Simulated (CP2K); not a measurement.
InAs:

```
In As
1.0
     4.26810    0.00000    0.00000
     2.13405    3.69628    0.00000
     2.13405    1.23209    3.48489
In As
1 1
Cartesian
  0.0000 0.0000 0.0000
  6.4021 3.6963 2.6137
```

```yaml
Program: CP2K 2026.2
Task: single point
Functional: PBE
Potentials_or_basis: POTENTIAL_UZH In GTH-PBE-q13, As GTH-PBE-q5; TZVP-MOLOPT-PBE-GTH basis
Density_cutoff: 6123 eV
k_mesh: 8 × 8 × 8
Occupations: fermi-dirac, width 0.05 eV
Spin: no spin polarisation
```

On this cell: pressure 4.8 GPa; largest force zero by symmetry; band gap on the k mesh none (metal or under the smearing width).

The same run follows on a disturbed copy (atoms moved at random, drawn with an rms of 0.05 Å):

```
CELL_PARAMETERS angstrom
4.26810 0.00000 0.00000
2.13405 3.69628 0.00000
2.13405 1.23209 3.48489
ATOMIC_POSITIONS crystal
In 0.00643 0.99527 0.99591
As 0.75925 0.74706 0.74719
```

**Question.** What does the disturbed cell give?

**Answer.** The energy (extrapolated to zero smearing) moves by +0.9 meV/atom; pressure 4.9 GPa; largest force 0.179 eV/Å; band gap on the k mesh none (metal or under the smearing width).

Forces on the atoms (eV/Å):
```
In   0.159  0.072  0.040
As  -0.158 -0.071 -0.040
```

Stress tensor (GPa, compression positive):
```
5.12 0.44 0.31
0.44 4.73 0.14
0.31 0.14 4.70
```

Caveats: the basis of atomic orbitals isn't converged, which shifts pressures, moduli and gaps.
